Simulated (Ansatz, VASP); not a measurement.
**Two plane-wave programs on Zn**

Contents of INCAR:

```
ALGO = Fast ; EDIFF = 1E-6
ENCUT = 520 ; ISIF = 2
ISMEAR = 0 ; LASPH = T
LCHARG = F ; LREAL = F
LWAVE = F ; NBANDS = 19
NELM = 80 ; PREC = Accurate
SIGMA = 0.15
```

Contents of KPOINTS:

```
k-points
0
Gamma
  21 21 10
```

The input POSCAR:

```
Zn
1.0
    2.5848541116      0.0000000000      0.0000000000
   -1.2924270558      2.2385493257      0.0000000000
    0.0000000000      0.0000000000      4.7982990000
Zn
2
Direct
    0.3333333333      0.6666666667      0.2500000000
    0.6666666667      0.3333333333      0.7500000000
```

Input for Ansatz:

```yaml
crystal:
  lattice:
    - [2.5848541116, 0.0, 0.0]
    - [-1.2924270558, 2.2385493257, 0.0]
    - [0.0, 0.0, 4.798299]
  atoms:
    - { symbol: Zn, position: [0.3333333333, 0.6666666667, 0.25] }
    - { symbol: Zn, position: [0.6666666667, 0.3333333333, 0.75] }
basis:
  ecutwfc: 420
kpoints:
  mp_grid: { grid: [21, 21, 10] }
hamiltonian:
  xc: lda
scf:
  occupations: { method: gaussian, width: 0.15 }
output:
  forces: true
  stress: true
  eigenvalues: true
```

Change from the starting cell: strain -0.030 along x and y, -0.030 along z, atoms carried along.

Alike in both runs: task single point; functional LDA; k mesh 21 × 21 × 10; occupations gaussian, width 0.15 eV; no spin polarisation.

```csv
,VASP,Ansatz
version,VASP 6.6.1,Ansatz 0.2.0
potentials or method,"VASP PAW LDA potentials, release 64 (Zn)","scalar-relativistic, plane waves, PAW"
plane-wave cutoff (eV),520,420
valence electrons in the cell,24,24
```

```csv
,VASP,Ansatz,Ansatz less VASP
gap on the k mesh at the Fermi level (eV),none,none,-
pressure (GPa),-1.2,-2.2,-0.98
largest component of the traceless stress (GPa),1.44,1.69,+0.250
```

A gap of «none» marks a metal or a gap that the smearing closes.
